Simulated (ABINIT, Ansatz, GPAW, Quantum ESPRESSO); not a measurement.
# One calculation of Fe, 4 ways

```
Fe
1.0
    -1.44300    1.44300    1.44300
     1.44300   -1.44300    1.44300
     1.44300    1.44300   -1.44300
Fe
1
Direct
  0.00000 0.00000 0.00000
```

Alike in all runs: task band structure; functional PBEsol; k mesh 13 × 13 × 13; occupations fermi-dirac, width 0.05 eV; collinear spin, ferromagnetic start; no spin-orbit coupling. Pressure is positive in compression and, in plane waves, holds the error of the finite cutoff.

| program and potentials | plane-wave cutoff (eV) | notes | pressure (GPa) | net moment per atom (μB) |
| --- | --- | --- | --- | --- |
| ABINIT, JTH PAW PBE v2.0 | 707 | potentials made for PBE; 16 valence electrons an atom on average | -18.15 | 2.27 |
| Quantum ESPRESSO, PseudoDojo 0.4.1 SR PBEsol standard | 1225 | 16 valence electrons an atom on average | -15.56 | 2.38 |
| Ansatz, all-electron LAPW, scalar-relativistic | - | - | -18.10 | 2.25 |
| GPAW, PAW data sets generated for this functional | 600 | 8 valence electrons an atom on average | -15.96 | 2.26 |

The pressure spans -18.15 (ABINIT, JTH PAW PBE v2.0) to -15.56 GPa (Quantum ESPRESSO, PseudoDojo 0.4.1 SR PBEsol standard), with all-electron results at -18.10. The net moment per atom spans 2.25 (Ansatz, all-electron LAPW, scalar-relativistic) to 2.38 μB (Quantum ESPRESSO, PseudoDojo 0.4.1 SR PBEsol standard), with all-electron results at 2.25. The cell lies far from this level's equilibrium. The state is the one that the start led to, which needn't be the lowest.

The functional is the same throughout but for its coding, so the spread measures potentials, basis and numerics; runs on potential files found faulty are left out.
